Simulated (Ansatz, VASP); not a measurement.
**LiH in VASP and in Ansatz**

```
CELL_PARAMETERS angstrom
0.00000 1.98998 1.98998
1.98998 0.00000 1.98998
1.98998 1.98998 0.00000
ATOMIC_POSITIONS crystal
Li 0.00000 0.00000 0.00000
H 0.50000 0.50000 0.50000
```

Alike in both runs: functional PBEsol; k mesh 10 × 10 × 10; occupations gaussian, width 0.02 eV; no spin polarisation.

Ansatz relaxed the structure, and its values are those at the end. VASP's run is a single point on that final structure, the one shown.

|  | VASP | Ansatz |
| --- | --- | --- |
| version | VASP 6.6.1 | Ansatz 0.2.0 |
| potentials or method | VASP PAW PBE potentials, release 64 (Li_sv, H) | scalar-relativistic, plane waves, PAW |
| plane-wave cutoff (eV) | 520 | 420 |
| valence electrons in the cell | 4 | 4 |

```tsv
	VASP	Ansatz	Ansatz less VASP
gap on the k mesh at the Fermi level (eV)	2.73	2.73	0.000
least direct gap on the mesh (eV)	2.73	2.73	0.000
```

 A k mesh can miss the band edges.
